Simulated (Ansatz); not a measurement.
A crystal relaxed with r2SCAN+rVV10 in Ansatz has space group P-3m1 (No. 164) and a = 3.553 Å, c = 5.123 Å.

| atom | site | x | y | z |
| --- | --- | --- | --- | --- |
| Pt | 1a | 0.0000 | 0.0000 | 0.0000 |
| Xx | 2d | 0.3333 | 0.6667 | 0.2393 |

The r2SCAN gap is indirect, 0.79 eV (k = (0, 0.169, 0.188) to k = (0, 0.281, 0.299)), below the direct gap of 1.11 eV at k = (0, 0.281, 0.299). HSE06 gives an indirect gap of 1.21 eV, from Γ to k = (0, 0.281, 0.299); the least direct gap is 1.68 eV at k = (0, 0.281, 0.299). The PBE0 gap is indirect, 1.84 eV (Γ to k = (0, 0.281, 0.299)), below the direct gap of 2.31 eV at k = (0, 0.281, 0.299). Meshes: r2SCAN 12×12×6, HSE06 6×6×4, PBE0 6×6×4. r2SCAN's ε∞ is 17.5 along x and y, 9.9 along z.

**Question.** Which element is Xx?
A. S
B. O
C. Se
D. Te

**Answer.** A. Xx is S: PtS2 (started from an entry of an open crystallographic database). Pt is surrounded by 6 S at 2.39 Å; S is surrounded by 3 Pt at 2.39 Å.

(Simulation; spin polarisation is off.)

Spin-orbit coupling is left out, which matters wherever the heavy atoms make up the band edges.

Where an edge lies off the special points, it is a point of the mesh or the k point where a search put PBE's edge or least direct gap, reused for the other functionals, whose own edges may lie a little apart.

Coordinates of k points refer to the reciprocal vectors of the primitive cell of the runs.

The meshes of the hybrids are coarse, so their gaps aren't converged to the digits shown.
